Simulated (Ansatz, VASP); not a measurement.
# Two plane-wave programs on HgTe

```xyz
2
Lattice="0.0000 3.1323 3.2892 3.1323 0.0000 3.2892 3.1323 3.1323 0.0000" Properties=species:S:1:pos:R:3 pbc="T T T"
Hg    0.0000    0.0000    0.0000
Te    1.5661    1.5661    1.6446
```

Change from the starting cell: biaxial_xy strain -4.8%.

Alike in both runs: task single point; functional PBE; k mesh 6 × 6 × 6; occupations fermi-dirac, width 0.02 eV; no spin polarisation.

|  | VASP | Ansatz |
| --- | --- | --- |
| version | VASP 6.6.1 | Ansatz 0.2.0 |
| potentials or method | VASP PAW PBE potentials, release 64 (Hg, Te) | plane waves, PAW |
| plane-wave cutoff (eV) | 520 | 420 |
| valence electrons in the cell | 18 | 36 |

|  | VASP | Ansatz | Ansatz less VASP |
| --- | --- | --- | --- |
| pressure (GPa) | 6.4 | 6.3 | -0.09 |
| largest component of the traceless stress (GPa) | 0.36 | 0.36 | -0.001 |

With one functional, cell and mesh, what is left measures potentials, basis and numerics. The two sets of potentials don't hold the same shells in valence.

Spin-orbit coupling is left out, which matters for the levels of Hg, Te.
